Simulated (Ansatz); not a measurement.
# HgTe: a single-point run

Wanted: a converged single-point run for HgTe, and a check of what comes out. The structure is shown as the input types it. The cell is built on a prototype (wurtzite) and needn't be the phase found in nature.

Method: density functional or hybrid calculation with the settings of its input, plane waves (as first typed), in Ansatz 0.2.0.

3 further runs of the same task are left out: 1 for a known fault of the program, 2 that didn't finish.

### 1 The structure to begin with

It takes space group P6_3mc (No. 186, hexagonal). Conventional cell: a = 4.643 Å, b = 4.643 Å, c = 7.625 Å, α = 90.00°, β = 90.00°, γ = 120.00°. Hg (site symmetry 3m) is surrounded by 4 Te at 2.85 Å. Around Te (site symmetry 3m) lie 4 Hg at 2.85 Å.

As a file:

```
CELL_PARAMETERS angstrom
4.64260 0.00000 0.00000
-2.32130 4.02061 0.00000
0.00000 0.00000 7.62450
ATOMIC_POSITIONS crystal
Hg 0.33333 0.66667 0.00050
Hg 0.66667 0.33333 0.50050
Te 0.33333 0.66667 0.37450
Te 0.66667 0.33333 0.87450
```

### 2 The calculation

Input file input.yaml:

```yaml
crystal:
  lattice:
    - [4.6426044299, 0.0, 0.0]
    - [-2.321302215, 4.020613376, 0.0]
    - [0.0, 0.0, 7.6245015987]
  atoms:
    - { symbol: Hg, position: [0.3333333333, 0.6666666667, 0.0004981612] }
    - { symbol: Hg, position: [0.6666666667, 0.3333333333, 0.5004981612] }
    - { symbol: Te, position: [0.3333333333, 0.6666666667, 0.3745018388] }
    - { symbol: Te, position: [0.6666666667, 0.3333333333, 0.8745018388] }
kpoints:
  mp_grid: { grid: [6, 6, 2] }
hamiltonian:
  xc: pbesol
scf:
  occupations: { method: fermi_dirac, width: 0.02 }
  n_extra_bands: 5
  max_iter: 65
output:
  forces: true
  stress: true
  eigenvalues: true
basis:
  ecutwfc: 160
```

The run is started by

```bash
> ansatz run input.yaml --threads 4 --pin off --max-ram 3686MiB --backend cpu --events-out ev --progress --plain --runs-dir out
```

Q: Will this input give a usable result? If not, why, and what should change?

The run converged and reported no error, with warnings (cutoff below recommended). Its log warns: «basis.ecutwfc = 160 eV is below the records' recommended 420 eV ...»

The suspect setting: basis.ecutwfc is 160. The basis cutoff is far too low: the plane waves can't represent the orbitals near the cores. The potentials' recommended cutoff is 420 eV.

The test: delete basis.ecutwfc (the default then holds).
